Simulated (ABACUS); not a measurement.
# FeO (Wuestite): equation of state with PBEsol

Crystal: FeO (Wuestite).

```
Fe O
1.0
     0.00000    2.15540    2.15540
     2.15540    0.00000    2.15540
     2.15540    2.15540    0.00000
Fe O
1 1
Direct
  0.00000 0.00000 0.00000
  0.50000 0.50000 0.50000
```

* Program: ABACUS 3.10.1
* Task: equation of state
* Functional: PBEsol
* Potentials or basis: PseudoDojo NC SR 0.4.1 PBEsol standard
* Cutoff: 1225 eV
* Density cutoff: 4898 eV
* Basis: plane waves
* k mesh: 11 × 11 × 11
* Occupations: fermi-dirac, width 0.05 eV
* Spin: collinear spin, ferromagnetic start
* Starting moments: [3.0, 0.0] μB
* Radial cutoff of the potentials (pseudo_rcut): 7 bohr
* SCF threshold on the density: 1e-08
* Max SCF steps: 100
* Eigensolver: dav
* Mixing: broyden
* Mixing share: 0.4
* Symmetry key: 1

```json
{
 "Equilibrium volume": "9.54 Å³/atom",
 "Bulk modulus": "209 GPa",
 "Pressure derivative of the bulk modulus": "4.5"
}
```

Energy against volume, from the lowest point:
```
volume (Å³/atom)  energy (meV/atom)
           9.413               0.71
           9.613               0.00
           9.813               4.56
          10.013              13.81
          10.214              27.23
          10.414              44.39
          10.614              64.87
```

All runs of the series together: 98 s on 4 threads of Intel(R) Xeon(R) 6975P-C (Granite Rapids) (shared host).
